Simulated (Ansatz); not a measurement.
## Stationary points along a deformation path in Ga3Sb

Theory: Ansatz 0.2.0, DFT PBE, scalar-relativistic, plane waves, PAW. The runs took a 420 eV cutoff, a Γ-centred 16×16×16 mesh and Gaussian smearing (0.15 eV). No spin polarisation. Energies are free energies at this smearing, counted from the undisturbed cell; pressure is positive in compression.

Reference structure (relaxed at this level; it needn't be the usual structure):

```
Ga Sb
1.0
    -2.28567    2.28567    4.22032
     2.28567   -2.28567    4.22032
     2.28567    2.28567   -4.22032
Ga Sb
3 1
Direct
  0.75000 0.25000 0.50000
  0.25000 0.75000 0.50000
  0.50000 0.50000 0.00000
  0.00000 0.00000 0.00000
```

At fixed volume and fractional coordinates, lengths along (0.000, 0.000, 1.000) are scaled against those across it; ρ is that ratio over its starting value. V = 22.048 Å³/atom. Δσ is the stress along the axis less the mean stress across it (compression positive).

| ρ | ΔE (meV/atom) | Δσ (GPa) | space group |
| --- | --- | --- | --- |
| 0.850 | 8.3 | 1.10 | I4/mmm |
| 0.920 | 4.4 | 0.28 | I4/mmm |
| 1.000 | 0.0 | 0.54 | I4/mmm |
| 1.100 | 0.7 | -0.63 | I4/mmm |
| 1.200 | 5.2 | -0.40 | I4/mmm |

**Question.** How does the stress give the slope of the energy, and where is the energy stationary?

**Answer.** Along the path d ln(length) is 2/3 d ln ρ on the axis and −1/3 d ln ρ across it, so dE/d ln ρ = −(2/3) V Δσ: the energy falls with ρ where Δσ is positive. Δσ vanishes or changes sign between ρ = 1.000 and 1.100, a minimum (near 1.04 by linear interpolation). Pairs of stationary points between two samples would go unseen, and could change a minimum read from distant neighbours into a maximum.

**Question.** Integrate that slope from ρ = 1 to 1.200 by the trapezoid rule.

**Answer.** With V/N in Å³ and 1 eV/Å³ = 160.2 GPa the slopes at ρ = 1.000, 1.100, 1.200 are -50, 58, 37 meV/atom per unit of ln ρ. The steps add 0.4 + 4.1 = 4.6 meV/atom, against 5.2 from the energies; the trapezoid rule misses the curvature of the slope within each step.

In a metal these slopes depend on the k mesh and the smearing.

Cost: 5 runs of about 1.5 core-minutes in all, on AMD EPYC 9R45 (Zen 5) (shared hosts).